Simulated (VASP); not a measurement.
A run of VASP 6.6.1:

Contents of INCAR:

```
PREC = Accurate
ENCUT = 600
EDIFF = 1E-6
ISMEAR = -1
SIGMA = 0.05
LREAL = F
LASPH = T
NELM = 150
ALGO = Normal
ISIF = 3
LWAVE = F
LCHARG = F
ISPIN = 2
MAGMOM = 3 3
LORBIT = 11
LMAXMIX = 4
METAGGA = SCAN
LMIXTAU = T
IBRION = 2
NSW = 60
EDIFFG = -0.005
```

File KPOINTS:

```
regular mesh
0
Gamma
  8 8 5
```

POSCAR

```
Cr
1.0
    2.7140000000      0.0000000000      0.0000000000
   -1.3570000000      2.3503929459      0.0000000000
    0.0000000000      0.0000000000      4.4100000000
Cr
2
Direct
    0.6666666667      0.3333333333      0.7500000000
    0.3333333333      0.6666666667      0.2500000000
```

Potentials or basis: VASP PAW PBE potentials, release 64 (Cr_pv).

Launch:

```bash
$ cat potpaw_PBE.64/Cr_pv/POTCAR > POTCAR
$ mpirun -np 1 vasp_std > vasp.out
```

Hardware: 1 thread of Intel(R) Xeon(R) Platinum 8488C (Sapphire Rapids), with other jobs on the host.

Task: Estimate the wall time of this run.

Result: Wall time 21 min on 1 thread of Intel(R) Xeon(R) Platinum 8488C (Sapphire Rapids) (shared host), peak memory 0.21 GiB. Counts: scf iterations 246, k points 30, ion steps 17.
